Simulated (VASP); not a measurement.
# Au (Cmcm) in VASP: relaxation of cell and atoms with LDA

Aim: the relaxation of cell and atoms of Au with LDA.

Everything below comes from runs of VASP 6.6.1. Logs are shortened: lines on timing, memory, paths and dates and some standing lists are left out, and cuts for length are marked.

### Step 1. The structure

Symmetry: Cmcm, No. 63, orthorhombic system. The conventional cell has a = 2.823 Å, b = 5.112 Å, c = 4.893 Å, α = 90.00°, β = 90.00°, γ = 90.00°. Au (site symmetry m2m) is surrounded by 12 Au at 2.82 to 2.97 Å.

This isn't the form of Au at room conditions, which is fcc.

### Step 2. Relaxation of cell and atoms, LDA

INCAR reads:

```
SYSTEM = Au
  PREC = Accurate
  ENCUT = 600
  EDIFF = 1E-6
  ISMEAR = -1
  SIGMA = 0.05
  LREAL = .FALSE.
  LASPH = .TRUE.
  NELM = 100
  ALGO = Normal
  ISIF = 3
  LWAVE = .FALSE.
  LCHARG = .FALSE.
  IBRION = 2
  NSW = 60
  EDIFFG = -0.02
```

KPOINTS reads:

```
Automatic mesh
0
G
  10 10 6
  0 0 0
```

POSCAR reads:

```
Au
1.0
    1.4113099650     -2.5559330250      0.0000000000
    1.4113099650      2.5559330250      0.0000000000
    0.0000000000      0.0000000000      4.8931696100
Au
2
Direct
    0.3346720300      0.6653279700      0.2500000000
    0.6653279700      0.3346720300      0.7500000000
```

Potentials or basis: VASP PAW LDA potentials, release 64 (Au).

The run is started by

```
$ cat potpaw_LDA.64/Au/POTCAR > POTCAR
$ mpirun -np 1 vasp_std > vasp.out
```

OUTCAR:

```text
SYSTEM = Au
   PREC = Accurate
   ENCUT = 600
   EDIFF = 1E-6
   ISMEAR = -1
   LREAL = .FALSE.
   LASPH = .TRUE.
   NELM = 100
   ISIF = 3
   IBRION = 2
   NSW = 60
   EDIFFG = -0.02

 ion  position               nearest neighbor table
   1  0.335  0.665  0.250-   2 2.95   2 2.95   2 2.95   2 2.95   2 2.97   2 2.97
   2  0.665  0.335  0.750-   1 2.95   1 2.95   1 2.95   1 2.95   1 2.97   1 2.97

  LATTYP: Found a base centered orthorhombic cell.
 ALAT       =     2.8226199300
 B/A-ratio  =     1.8110359088
 C/A-ratio  =     1.7335559627

  Lattice vectors:

 A1 = (   1.4113099650,  -2.5559330250,   0.0000000000)
 A2 = (   1.4113099650,   2.5559330250,   0.0000000000)
 A3 = (   0.0000000000,   0.0000000000,   4.8931696100)

Analysis of symmetry for initial positions (statically):
=====================================================================
 Subroutine PRICEL returns:
 Original cell was already a primitive cell.

 Routine SETGRP: Setting up the symmetry group for a
 base centered orthorhombic supercell.

 Subroutine GETGRP returns: Found  8 space group operations
 (whereof  4 operations were pure point group operations)
 out of a pool of  8 trial point group operations.

The static configuration has the point symmetry C_2h.
 The point group associated with its full space group is D_2h.

Analysis of symmetry for dynamics (positions and initial velocities):
=====================================================================
 Subroutine PRICEL returns:
 Original cell was already a primitive cell.

 Routine SETGRP: Setting up the symmetry group for a
 base centered orthorhombic supercell.

 Subroutine GETGRP returns: Found  8 space group operations
 (whereof  4 operations were pure point group operations)
 out of a pool of  8 trial point group operations.

The dynamic configuration has the point symmetry C_2h.
 The point group associated with its full space group is D_2h.

 Subroutine INISYM returns: Found  8 space group operations
 (whereof  4 operations are pure point group operations),
 and found     1 'primitive' translations

----------------------------------------------------------------------------------------

                                     Primitive cell

  volume of cell :      35.3014

  direct lattice vectors                    reciprocal lattice vectors
     1.411309965 -2.555933025  0.000000000     0.354280783 -0.195623279  0.000000000
     1.411309965  2.555933025  0.000000000     0.354280783  0.195623279  0.000000000
     0.000000000  0.000000000  4.893169610     0.000000000  0.000000000  0.204366511

  length of vectors
     2.919689957  2.919689957  4.893169610     0.404701545  0.404701545  0.204366511

[... 114 lines left out ...]
  volume of cell :       35.30
 maximum number of plane-waves:      1198
   NGX = 11   NGY = 11   NGZ = 19

--------------------------------------- Ionic step        1  -------------------------------------------

 number of electron      21.9999997 magnetization

 Free energy of the ion-electron system (eV)
  ---------------------------------------------------
  ext. energy  EPLUGINS =         0.00000000
  ---------------------------------------------------
  free energy    TOTEN  =        -8.79519569 eV

  energy without entropy =       -8.78925492  energy(sigma->0) =       -8.79222530

------------------------ aborting loop because EDIFF is reached ----------------------------------------

  FORCE on cell =-STRESS in cart. coord.  units (eV):
  Direction    XX          YY          ZZ          XY          YZ          ZX
  --------------------------------------------------------------------------------------
  -------------------------------------------------------------------------------------
  Total       -2.0649033     -1.6791128     -2.2544863      0.0000000      0.0000000      0.0000000
  in kB      -93.7169546    -76.2076060   -102.3212980      0.0000000      0.0000000      0.0000000
  external PRESSURE =     -90.7486195 kB  Pullay stress =       0.0000000 kB
[... 23 lines left out ...]
--------------------------------------- Ionic step        2  -------------------------------------------

 number of electron      21.9999998 magnetization

 E-fermi :  11.3661     XC(G=0): -13.6459

 val. band max:       11.3647621186   @ k =   0.1000   0.0000   0.0000
 cond. band min:      11.4319788651   @ k =   0.1000   0.1000   0.1667
 fundamental gap:      0.0672167465
 Fermi energy:        11.3660954110

 k-point     1 :       0.0000    0.0000    0.0000
  band No.  band energies     occupation
      1       0.1480      2.00000
      2       2.7480      2.00000
      3       5.6245      2.00000
      4       5.6635      2.00000
      5       6.1098      2.00000
      6       6.5148      2.00000
      7       6.8563      2.00000
      8       7.1846      2.00000
      9       7.4343      2.00000
     10       8.9377      2.00000
     11       9.0538      2.00000
     12       9.5560      2.00000
     13      14.5947      0.00000
     14      25.6220      0.00000
[... 480 lines left out ...]
  FREE ENERGIE OF THE ION-ELECTRON SYSTEM (eV)
  ---------------------------------------------------
  free  energy   TOTEN  =        -8.8555879892 eV

  energy  without entropy=       -8.8504892166  energy(sigma->0) =       -8.85303860

[... ionic steps 4 to 16 ...]

--------------------------------------- Ionic step       17  -------------------------------------------

 number of electron      22.0000001 magnetization

------------------------ aborting loop because EDIFF is reached ----------------------------------------
[... 67 lines left out ...]
--------------------------------------- Ionic step       19  -------------------------------------------

 number of electron      22.0000000 magnetization

 Free energy of the ion-electron system (eV)
  ---------------------------------------------------
  ext. energy  EPLUGINS =         0.00000000
  ---------------------------------------------------
  free energy    TOTEN  =        -8.86185137 eV

  energy without entropy =       -8.85840181  energy(sigma->0) =       -8.86012659

 E-fermi :   9.6172     XC(G=0): -13.1068

 val. band max:        9.5817362906   @ k =   0.5000   0.2000   0.3333
 cond. band min:       9.7581688122   @ k =  -0.2000   0.1000   0.1667
 fundamental gap:      0.1764325216
 Fermi energy:         9.6172085851

 k-point     1 :       0.0000    0.0000    0.0000
  band No.  band energies     occupation
      1      -0.4924      2.00000
      2       2.0736      2.00000
      3       4.4729      2.00000
      4       4.6131      2.00000
      5       5.1072      2.00000
      6       5.4139      2.00000
      7       5.6279      2.00000
      8       5.6783      2.00000
      9       6.0867      2.00000
     10       7.3937      2.00000
     11       7.4846      2.00000
     12       8.5288      2.00000
     13      12.7343      0.00000
     14      23.6935      0.00000
[... 444 lines left out ...]
  FREE ENERGIE OF THE ION-ELECTRON SYSTEM (eV)
  ---------------------------------------------------
  free  energy   TOTEN  =        -8.8618513724 eV

  energy  without entropy=       -8.8584018108  energy(sigma->0) =       -8.86012659

 reached required accuracy - stopping structural energy minimisation
```

OSZICAR:

```text
N       E                     dE             d eps       ncg     rms          rms(c)
DAV:   1     0.130881694074E+03    0.13088E+03   -0.12930E+04  3720   0.159E+03
DAV:   2    -0.763627525835E+01   -0.13852E+03   -0.13334E+03  4084   0.304E+02
DAV:   3    -0.945304538786E+01   -0.18168E+01   -0.18081E+01  4560   0.368E+01
[... 133 lines left out ...]
  18 F= -.88618504E+01 E0= -.88601250E+01  d E =-.162295E-03
       N       E                     dE             d eps       ncg     rms          rms(c)
DAV:   1    -0.886185864448E+01   -0.83426E-05   -0.11654E-03  3720   0.242E-01    0.170E-02
DAV:   2    -0.886185179803E+01    0.68464E-05   -0.26027E-05  4049   0.513E-02    0.722E-03
DAV:   3    -0.886185137239E+01    0.42564E-06   -0.11195E-06  1979   0.101E-02
  19 F= -.88618514E+01 E0= -.88601266E+01  d E =-.163296E-03
```

CONTCAR:

```text
Au
   1.00000000000000
     1.3865688735789137   -2.5641056059855964    0.0000000000000001
     1.3865688735789137    2.5641056059855964   -0.0000000000000001
     0.0000000000000000    0.0000000000000001    4.6912358287676295
  Au
     2
Direct
     0.3402304496311297    0.6597695503688703    0.2500000000000000
     0.6597695503688703    0.3402304496311297    0.7500000000000000

  0.00000000E+00  0.00000000E+00  0.00000000E+00
  0.00000000E+00  0.00000000E+00  0.00000000E+00
```

Run time: 4.1 min. Hardware: 1 thread of Intel Xeon Platinum 8488C (Sapphire Rapids), shared host; peak memory 0.21 GiB.

What came out:

| Quantity | Value |
| --- | --- |
| Free energy | -8.8619 eV |
| Relaxed volume | 16.68 Å³/atom |
| Relaxed cell | a = 2.915 Å, b = 2.915 Å, c = 4.691 Å, α = 90.00°, β = 90.00°, γ = 123.19° |
| Space group after relaxing (to 0.05 Å) | Cmcm (No. 63) |
| Energy gained by relaxing | 33.3 meV/atom |
| Ionic steps | 19 |
| Pressure after relaxing | 0.0 GPa |
| Largest force after relaxing | 0.005 eV/Å |
| Band gap on the k mesh | none (metal or under the smearing width) |

Forces in eV/Å, atoms in the order of the input:
```
Au   0.000 -0.005  0.000
Au   0.000  0.005  0.000
```

The path:
| step | energy change (eV) | largest force (eV/Å) | pressure (GPa) | volume (Å³) |
| --- | --- | --- | --- | --- |
| 1 | 0.0000 | 0.0052 | -9.07 | 35.30 |
| 2 | 0.1242 | 0.0679 | 22.64 | 30.43 |
| 3 | -0.0604 | 0.0171 | -0.16 | 33.38 |
| 4 | -0.0604 | 0.0175 | 0.02 | 33.34 |
| 5 | -0.0604 | 0.0179 | 0.24 | 33.31 |
| 6 | -0.0634 | 0.0236 | 0.27 | 33.29 |
| 7 | -0.0647 | 0.0362 | 0.44 | 33.26 |
| 8 | -0.0648 | 0.0334 | 0.40 | 33.27 |
| 9 | -0.0651 | 0.0356 | -0.81 | 33.48 |
| 10 | -0.0652 | 0.0349 | -0.37 | 33.41 |
| 11 | -0.0657 | 0.0396 | -0.11 | 33.37 |
| 12 | -0.0657 | 0.0421 | 0.00 | 33.36 |
| 13 | -0.0659 | 0.0390 | 0.05 | 33.35 |
| 14 | -0.0663 | 0.0267 | 0.25 | 33.31 |
| 15 | -0.0663 | 0.0040 | 0.73 | 33.23 |
| 16 | -0.0665 | 0.0141 | 0.48 | 33.27 |
| 17 | -0.0666 | 0.0109 | 0.29 | 33.30 |
| 18 | -0.0667 | 0.0038 | -0.09 | 33.36 |
| 19 | -0.0667 | 0.0049 | -0.05 | 33.36 |

Final structure:
```yaml
crystal:
  lattice:
    - [1.38657, -2.56411, 0.00000]
    - [1.38657, 2.56411, 0.00000]
    - [0.00000, 0.00000, 4.69124]
  atoms:
    - { symbol: Au, position: [0.34023, 0.65977, 0.25000] }
    - { symbol: Au, position: [0.65977, 0.34023, 0.75000] }
```

### Step 3. For comparison

An earlier run on the cell as given: functional PBEsol; potentials or basis VASP PAW PBE potentials, release 64 (Au); cutoff 520 eV; k mesh 11 × 11 × 6; occupations fermi-dirac, width 0.05 eV; no spin polarisation.

* Pressure: -5.5 GPa
* Largest force: 0.020 eV/Å
* Band gap on the k mesh: none (metal or under the smearing width)
